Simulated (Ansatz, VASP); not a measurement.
# Two plane-wave programs on Si

```
CELL_PARAMETERS angstrom
3.81552 0.00000 0.00000
0.00000 6.31294 0.00000
0.00000 0.00000 18.40578
ATOMIC_POSITIONS crystal
Si 0.00000 0.93690 0.38032
Si 0.00000 0.56310 0.38032
Si 0.50000 0.43690 0.44016
Si 0.50000 0.06310 0.44016
Si 0.50000 0.93327 0.56057
Si 0.50000 0.56673 0.56057
Si 0.00000 0.42663 0.61024
Si 0.00000 0.07337 0.61024
```

Alike in both runs: functional PBE; dispersion D3(BJ); k mesh 8 × 5 × 1; occupations gaussian, width 0.05 eV; no spin polarisation.

Ansatz relaxed the structure, and its values are those at the end. VASP's run is a single point on that final structure, the one shown.

|  | VASP | Ansatz |
| --- | --- | --- |
| version | VASP 6.6.1 | Ansatz 0.2.0 |
| potentials or method | VASP PAW PBE potentials, release 64 (Si) | scalar-relativistic, plane waves, PAW |
| plane-wave cutoff (eV) | 520 | 420 |
| valence electrons in the cell | 32 | 32 |

|  | VASP | Ansatz | Ansatz less VASP |
| --- | --- | --- | --- |
| gap on the k mesh at the Fermi level (eV) | none | none | - |
| rms of the force components (eV/Å) | 0.305 | 0.305 | +0.0003 |

A gap of «none» marks a metal or a gap that the smearing closes. Ansatz warned: «xc_potential_rough_in_thin_density».
